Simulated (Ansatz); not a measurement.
# CuO (Cc) in Ansatz: further runs

One crystal, CuO, is run at these levels: BLYP; tasks: single point, equation of state.

Program: Ansatz 0.2.0. These are calculated values, not measurements. Logs are shortened: lines on timing, memory, paths and dates and some standing lists are left out, and cuts for length are marked.

## Step 1: Starting point

It takes space group Cc (No. 9, monoclinic). Conventional cell: a = 4.689 Å, b = 3.427 Å, c = 5.132 Å, α = 90.00°, β = 99.65°, γ = 90.00°. Around Cu (site symmetry 1) lie 4 O at 1.91 to 2.02 Å. Around O (site symmetry 1) lie 4 Cu at 1.91 to 2.02 Å.

## Step 2: Single point, BLYP, 9.55 Å³/atom (volume scaled by 0.94)

input.yaml reads:

```yaml
crystal:
  lattice:
    - [2.2967863347, -1.6784226623, 0.0]
    - [2.2967863347, 1.6784226623, 0.0]
    - [-0.8429827377, 0.0, 4.9561566325]
  atoms:
    - { symbol: Cu, position: [0.0032, 0.4968, 0.0] }
    - { symbol: Cu, position: [0.4968, 0.0032, 0.5] }
    - { symbol: O, position: [0.5714, 0.4056, 0.2537] }
    - { symbol: O, position: [0.4056, 0.5714, 0.7537] }
hamiltonian:
  xc: blyp
  pseudopotentials: { kind: paw }
kpoints:
  mp_grid: { grid: [10, 10, 5] }
scf:
  occupations: { method: fermi_dirac, width: 0.05 }
output:
  forces: true
  stress: true
  eigenvalues: true
```

Potentials or basis: Ansatz PAW.

Started as:

```
ansatz run input.yaml --threads 2 --pin off --max-ram 5632MiB --backend cpu --events-out ev --progress --plain --runs-dir out
```

Standard output:

```text
Warning: RAYON_NUM_THREADS=2 ignored (pool sized by the plan → 2); use --threads N
Engine: ansatz 0.2.0, aarch64-unknown-linux-gnu
Pseudopotentials: kind: paw
Pseudopotential: Cu, paw, valence charge 19, recommended cutoff 420 eV (normal), Cu.paw.azcp
Pseudopotential: O, paw, valence charge 6, recommended cutoff 420 eV (normal), O.paw.azcp
Functional definition: BLYP
  parameter beta = 0.0042
  parameter a = 0.04918
  parameter b = 0.132
  parameter c = 0.2533
  parameter d = 0.349
  exchange = b88_x(beta = beta)
  correlation = lyp_c(a = a, b = b, c = c, d = d)
Crystal: 4 atoms, lattice volume = 38.212 Å³
Basis set: ecut = 420 eV, 759 PW (Γ), exchange–correlation on 40×40×72 points (8 copies of the dense FFT grid, shifted against one another)
Bands: 30, of which v1, the nominal top of the filled ones, is band 25 counted from 1 (24 counted from 0)
Symmetry: 2 space group operations
Space group: Cc (ITA 9), of the structure as read, at distance tolerance 3.4e-5 Å
k-points: 141 of 500 (time reversal used)
Non-local potential: Cu, projectors of the file, l = 0: 3, l = 1: 2, l = 2: 3, l = 3: 1
Non-local potential: O, projectors of the file, l = 0: 2, l = 1: 2, l = 2: 1
PAW form: soft (Blöchl's): semilocal exchange-correlation on the pseudo side does not see the compensation charge
PAW frozen core: Cu, regenerated for the run's functional, and the local potential with it (the file was generated under x = pbe(κ = 0.804, μ = 0.2195149727645171), c = pbe(β = 0.06672455060314922))
PAW frozen core: O, regenerated for the run's functional, and the local potential with it (the file was generated under x = pbe(κ = 0.804, μ = 0.2195149727645171), c = pbe(β = 0.06672455060314922))
PAW one-centre angular grid: Cu, 590 points (default); XC on 64 Gauss nodes
PAW one-centre angular grid: O, 110 points (default); XC on 64 Gauss nodes
Initial density: superposition of atomic densities (neutral atoms: chi_scale 0, normalization atom), corrected by the library's trained network
Initial wavefunctions: pseudopotential atomic-orbital guess
Functional: x = b88, c = lyp
SCF iter   1: F=—  HF=-14404.199630 eV  |F-HF|=—  |Δ(HF+E_count)|=         —  Δρ=2.16e-2  dr2=1.22e-1  ethr=1.77e-3  ⟨swp⟩=5.8  Hψ=14771  notcnv=0
preconditioner: auto → Kerker (q_TF=auto, 2.853 Å⁻¹)  [metal: Δε(μ)=0.018 eV  Ē_g=11.849 eV  σ=0.050 eV  W_gap=0.09  n_scr=20 (ndim 8)  ℏωp=35.0 eV  f_vac=0.000  D(μ)=2.28/eV (n_scr^D=26)]
SCF iter   2: F=—  HF=-14404.173379 eV  |F-HF|=—  |Δ(HF+E_count)|=   2.63e-2  Δρ=9.00e-3  dr2=2.48e-2  ethr=2.44e-4  ⟨swp⟩=2.2  Hψ=6391  notcnv=0
SCF iter   3: F=—  HF=-14404.167867 eV  |F-HF|=—  |Δ(HF+E_count)|=   5.51e-3  Δρ=2.18e-3  dr2=1.61e-3  ethr=4.96e-5  ⟨swp⟩=2.1  Hψ=7100  notcnv=0
SCF iter   4: F=—  HF=-14404.167626 eV  |F-HF|=—  |Δ(HF+E_count)|=   2.41e-4  Δρ=1.12e-3  dr2=3.75e-4  ethr=3.22e-6  ⟨swp⟩=2.1  Hψ=6165  notcnv=0
SCF iter   5: F=—  HF=-14404.167654 eV  |F-HF|=—  |Δ(HF+E_count)|=   2.81e-5  Δρ=2.30e-4  dr2=1.78e-5  ethr=7.50e-7  ⟨swp⟩=2.1  Hψ=6226  notcnv=0
SCF iter   6: F=—  HF=-14404.167664 eV  |F-HF|=—  |Δ(HF+E_count)|=   1.04e-5  Δρ=4.18e-5  dr2=4.13e-7  ethr=3.56e-8  ⟨swp⟩=2.0  Hψ=6141  notcnv=0
SCF iter   7: F=—  HF=-14404.167665 eV  |F-HF|=—  |Δ(HF+E_count)|=   4.04e-7  Δρ=2.10e-5  dr2=1.38e-7  ethr=2.00e-10  ⟨swp⟩=5.0  Hψ=17804  notcnv=0
SCF iter   8: F=-14404.167665 eV  HF=-14404.167665 eV  |F-HF|=7.21e-9  |Δ(HF+E_count)|=   3.79e-8  Δρ=3.59e-6  dr2=4.56e-9  ethr=2.00e-10  ⟨swp⟩=4.4  Hψ=14934  notcnv=0
SCF 1 converged in 8 iterations: F = -14404.167665 eV  dr2 = 4.56e-9
SCF converged after 8 iterations
Free energy (F): -14404.167665 eV
Harris-Foulkes:  -14404.167665 eV  (|F-HF|=7.21e-9)
Internal energy: -14404.149482 eV  (E = F + TS)
E sigma→0 (E₀):  -14404.158573 eV
Entropy (-TS):   -0.018183 eV (-4.546 meV/atom)
Fermi energy:    13.814784 eV
--- Per-component energies (eV) ---
  E_band       = -788.761891
  E_kinetic    = 949.375572
  E_local      = -9444.644338  (includes V_loc(G=0)·N_el)
  E_nonlocal   = 869.786170
  E_hartree    = 4108.130775
  E_xc         = -322.075480
  E_vxc        = -412.313884  (∫ρ·V_xc dr)
  E_paw        = -3667.089782  (= ΣΔE_a)
  E_vpaw       = -967.228369  (= ΣTr[D̂ρ^β])
  E_aug_tail   = 0.005392  (compensation charges beyond the density's cutoff)
  E_ewald      = -6897.644238
  E_core_change = 0.006447  (= ΣΔE_core)
  E_smearing   = -0.018183  (= −TS)
  E_closure    = -0.000000  (closes the sum)
  Σ components = -14404.167665   (vs F -14404.167665, Δ=0.00e0)
--- Forces (eV/Å), atoms counted from 1 ---
  atom   1  Cu    -0.79653350     0.47135736     0.31980642
  atom   2  Cu    -0.79653350    -0.47135736     0.31980642
  atom   3  O      0.79653080     0.06601361    -0.31980462
  atom   4  O      0.79653080    -0.06601361    -0.31980462
  max |Σ_I F_I| component: 5.40e-6 eV/Å
--- Stress (GPa, compression-positive) ---
       26.816405      -0.000000      -3.842942
       -0.000000      24.204661       0.000000
       -3.842947       0.000000      28.680539
  P = ⅓ Tr σ = 26.5672 GPa (265.672 kbar)
--- Band table (eV; the first three rows and the last of 141) ---
  k-point 0: bands = ["-98.8410", "-98.8400", "-56.4684", "-56.4679", "-56.4417", "-56.4292", "-56.0267", "-56.0261", "-6.6457", "-5.1567", "5.0931", "7.7781", "8.1498", "10.0767", "10.1833", "10.2515", "10.4261", "10.7578", "10.8464", "11.0039", "11.2320", "11.3425", "11.4401", "11.9571", "14.0166", "14.7763", "15.8696", "20.1751", "22.3216", "27.4461"]
  k-point 1: bands = ["-98.8409", "-98.8401", "-56.4683", "-56.4679", "-56.4405", "-56.4304", "-56.0267", "-56.0262", "-6.5271", "-5.3305", "5.4952", "7.8703", "8.1771", "9.4315", "9.8230", "9.9273", "10.5482", "10.6890", "11.0152", "11.0723", "11.2878", "11.4918", "11.7644", "11.8559", "13.9722", "14.6169", "16.3948", "19.6195", "23.1669", "27.4953"]
  k-point 2: bands = ["-98.8406", "-98.8403", "-56.4682", "-56.4680", "-56.4374", "-56.4336", "-56.0265", "-56.0263", "-6.1981", "-5.7458", "6.5633", "7.9005", "8.1084", "8.3952", "9.3930", "9.4270", "10.7043", "10.7853", "11.1106", "11.1604", "11.2549", "11.4752", "12.0197", "12.1527", "13.9427", "14.2322", "17.4955", "18.6272", "24.9010", "26.8514"]
  k-point 140: bands = ["-98.8387", "-98.8385", "-56.4865", "-56.4849", "-56.4349", "-56.4326", "-56.0379", "-56.0367", "-5.0839", "-4.9767", "6.4630", "7.0035", "7.6747", "7.7620", "8.2035", "8.5941", "10.6577", "10.9722", "11.2942", "11.3148", "11.8713", "11.8854", "12.3062", "12.4346", "13.1094", "13.8034", "18.5320", "19.7329", "22.7841", "23.5414"]
```

Wall time 8 s (2 threads of Arm Neoverse V1, shared host); peak memory 0.38 GiB.

What came out:

| Quantity | Value |
| --- | --- |
| Free energy | -14404.1677 eV |
| Pressure | 26.6 GPa |
| Largest force | 0.979 eV/Å |
| Band gap on the k mesh | none (metal or under the smearing width) |

Caveat: the pressure holds a Pulay correction of +0.9 GPa for the finite cutoff; the run has no spin polarisation, though such a crystal can be magnetic; semilocal functionals often make such compounds metallic where correlation or magnetic order opens a gap, which also shifts bond lengths; the PAW data sets come from PBE, with cores solved anew for the run's functional, which leaves a small shift of forces and pressure.

## Step 3: Single point, BLYP, 9.76 Å³/atom (volume scaled by 0.96)

input.yaml: that of step 2 with these lines changed.

```diff
@@ -2,5 +2,5 @@
   lattice:
-    - [2.2967863347, -1.6784226623, 0.0]
-    - [2.2967863347, 1.6784226623, 0.0]
-    - [-0.8429827377, 0.0, 4.9561566325]
+    - [2.3129614193, -1.6902429297, 0.0]
+    - [2.3129614193, 1.6902429297, 0.0]
+    - [-0.8489194314, 0.0, 4.991060294]
   atoms:
```

Potentials or basis: Ansatz PAW.

Started as:

```
ansatz run input.yaml --threads 2 --pin off --max-ram 5632MiB --backend cpu --events-out ev --progress --plain --runs-dir out
```

Run time: 8.1 s. Hardware: 2 threads of Arm Neoverse V1, shared host; peak memory 0.38 GiB.

It converged, with:

| Item | Value |
| --- | --- |
| Free energy | -14404.2891 eV |
| Pressure | 21.3 GPa |
| Largest force | 0.908 eV/Å |
| Band gap on the k mesh | none (metal or under the smearing width) |

Caveat: the pressure holds a Pulay correction of +0.9 GPa for the finite cutoff; the run has no spin polarisation, though such a crystal can be magnetic; semilocal functionals often make such compounds metallic where correlation or magnetic order opens a gap, which also shifts bond lengths; the PAW data sets come from PBE, with cores solved anew for the run's functional, which leaves a small shift of forces and pressure.

## Step 4: Single point, BLYP, 9.96 Å³/atom (volume scaled by 0.98)

input.yaml: that of step 3 with these lines changed.

```diff
@@ -2,5 +2,5 @@
   lattice:
-    - [2.3129614193, -1.6902429297, 0.0]
-    - [2.3129614193, 1.6902429297, 0.0]
-    - [-0.8489194314, 0.0, 4.991060294]
+    - [2.3289133814, -1.7019001459, 0.0]
+    - [2.3289133814, 1.7019001459, 0.0]
+    - [-0.8547742332, 0.0, 5.0254824872]
   atoms:
```

Started as:

```
ansatz run input.yaml --threads 2 --pin off --max-ram 5632MiB --backend cpu --events-out ev --progress --plain --runs-dir out
```

It took 8.2 s on 2 threads of Arm Neoverse V1, shared host; peak memory 0.38 GiB.

It converged, with:

```
Free energy            : -14404.3851 eV
Pressure               : 16.6 GPa
Largest force          : 0.841 eV/Å
Band gap on the k mesh : none (metal or under the smearing width)
```

Caveat: the pressure holds a Pulay correction of +0.9 GPa for the finite cutoff; the run has no spin polarisation, though such a crystal can be magnetic; semilocal functionals often make such compounds metallic where correlation or magnetic order opens a gap, which also shifts bond lengths; the PAW data sets come from PBE, with cores solved anew for the run's functional, which leaves a small shift of forces and pressure.

## Step 5: Single point, BLYP, 10.16 Å³/atom

input.yaml: that of step 4 with these lines changed.

```diff
@@ -2,5 +2,5 @@
   lattice:
-    - [2.3289133814, -1.7019001459, 0.0]
-    - [2.3289133814, 1.7019001459, 0.0]
-    - [-0.8547742332, 0.0, 5.0254824872]
+    - [2.34464976, -1.71339982, 0.0]
+    - [2.34464976, 1.71339982, 0.0]
+    - [-0.86054991, 0.0, 5.05943948]
   atoms:
@@ -21 +21,5 @@
   eigenvalues: true
+  write_density: true
+  write_potential: true
+  elf: true
+  volumetric_format: npy
```

Started as:

```
ansatz run input.yaml --threads 2 --pin off --max-ram 5632MiB --backend cpu --events-out ev --progress --plain --runs-dir out
```

It took 12 s on 2 threads of Arm Neoverse V1, shared host; peak memory 0.4 GiB.

The run converged. Its results:

```
Free energy            : -14404.4586 eV
Pressure               : 12.4 GPa
Largest force          : 0.779 eV/Å
Band gap on the k mesh : none (metal or under the smearing width)
```

Caveat: the pressure holds a Pulay correction of +0.9 GPa for the finite cutoff; the run has no spin polarisation, though such a crystal can be magnetic; semilocal functionals often make such compounds metallic where correlation or magnetic order opens a gap, which also shifts bond lengths; the PAW data sets come from PBE, with cores solved anew for the run's functional, which leaves a small shift of forces and pressure.

## Step 6: Single point, BLYP, 10.37 Å³/atom (volume scaled by 1.02)

input.yaml: that of step 5 with these lines changed.

```diff
@@ -2,5 +2,5 @@
   lattice:
-    - [2.34464976, -1.71339982, 0.0]
-    - [2.34464976, 1.71339982, 0.0]
-    - [-0.86054991, 0.0, 5.05943948]
+    - [2.3601776944, -1.7247471694, 0.0]
+    - [2.3601776944, 1.7247471694, 0.0]
+    - [-0.8662490821, 0.0, 5.0929466782]
   atoms:
@@ -21,5 +21 @@
   eigenvalues: true
-  write_density: true
-  write_potential: true
-  elf: true
-  volumetric_format: npy
```

Potentials or basis: Ansatz PAW.

Started as:

```
ansatz run input.yaml --threads 2 --pin off --max-ram 5632MiB --backend cpu --events-out ev --progress --plain --runs-dir out
```

Run time: 8.3 s. Hardware: 2 threads of Arm Neoverse V1, shared host; peak memory 0.39 GiB.

The run converged. Its results:

```yaml
Free_energy: -14404.5117 eV
Pressure: 8.6 GPa
Largest_force: 0.723 eV/Å
Band_gap_on_the_k_mesh: none (metal or under the smearing width)
```

Caveat: the pressure holds a Pulay correction of +0.8 GPa for the finite cutoff; the run has no spin polarisation, though such a crystal can be magnetic; semilocal functionals often make such compounds metallic where correlation or magnetic order opens a gap, which also shifts bond lengths; the PAW data sets come from PBE, with cores solved anew for the run's functional, which leaves a small shift of forces and pressure.

## Step 7: Single point, BLYP, 10.57 Å³/atom (volume scaled by 1.04)

input.yaml: that of step 6 with these lines changed.

```diff
@@ -2,5 +2,5 @@
   lattice:
-    - [2.3601776944, -1.7247471694, 0.0]
-    - [2.3601776944, 1.7247471694, 0.0]
-    - [-0.8662490821, 0.0, 5.0929466782]
+    - [2.375503953, -1.7359471401, 0.0]
+    - [2.375503953, 1.7359471401, 0.0]
+    - [-0.8718742338, 0.0, 5.1260186872]
   atoms:
```

Started as:

```
ansatz run input.yaml --threads 2 --pin off --max-ram 5632MiB --backend cpu --events-out ev --progress --plain --runs-dir out
```

Run time: 8.4 s. Hardware: 2 threads of Arm Neoverse V1, shared host; peak memory 0.39 GiB.

The run converged. Its results:

- Free energy: -14404.5465 eV
- Pressure: 5.2 GPa
- Largest force: 0.710 eV/Å
- Band gap on the k mesh: none (metal or under the smearing width)

Caveat: the pressure holds a Pulay correction of +0.8 GPa for the finite cutoff; the run has no spin polarisation, though such a crystal can be magnetic; semilocal functionals often make such compounds metallic where correlation or magnetic order opens a gap, which also shifts bond lengths; the PAW data sets come from PBE, with cores solved anew for the run's functional, which leaves a small shift of forces and pressure.

## Step 8: Single point, BLYP, 10.77 Å³/atom (volume scaled by 1.06)

input.yaml: that of step 7 with these lines changed.

```diff
@@ -2,5 +2,5 @@
   lattice:
-    - [2.375503953, -1.7359471401, 0.0]
-    - [2.375503953, 1.7359471401, 0.0]
-    - [-0.8718742338, 0.0, 5.1260186872]
+    - [2.3906349594, -1.7470044264, 0.0]
+    - [2.3906349594, 1.7470044264, 0.0]
+    - [-0.8774277226, 0.0, 5.1586693681]
   atoms:
```

Started as:

```
ansatz run input.yaml --threads 2 --pin off --max-ram 5632MiB --backend cpu --events-out ev --progress --plain --runs-dir out
```

It took 8.5 s on 2 threads of Arm Neoverse V1, shared host; peak memory 0.39 GiB.

Results (log left out):

```
Free energy            : -14404.5650 eV
Pressure               : 2.1 GPa
Largest force          : 0.703 eV/Å
Band gap on the k mesh : none (metal or under the smearing width)
```

Caveat: the pressure holds a Pulay correction of +0.8 GPa for the finite cutoff; the run has no spin polarisation, though such a crystal can be magnetic; semilocal functionals often make such compounds metallic where correlation or magnetic order opens a gap, which also shifts bond lengths; the PAW data sets come from PBE, with cores solved anew for the run's functional, which leaves a small shift of forces and pressure.

## Step 9: Equation of state, BLYP

Potentials or basis: Ansatz PAW.

This step only gathers the single runs of the series.

Results:

- Equilibrium volume: 10.93 Å³/atom (rough: see the caveat)
- Bulk modulus at fixed shape and positions: 144 GPa (rough)

Energy against volume, from the lowest point:
```
volume (Å³/atom)  energy (meV/atom)
           9.553              99.34
           9.756              68.99
           9.959              44.98
          10.163              26.60
          10.366              13.33
          10.569               4.63
          10.772               0.00
```

Caveat: the potentials were made for another functional, which shifts forces and pressure; the minimum lies outside the volumes run; the cell was scaled at fixed shape and fractional positions, which overstates the stiffness of a crystal with free parameters, most of all of layers and chains; the run has no spin polarisation, though such a crystal can be magnetic.
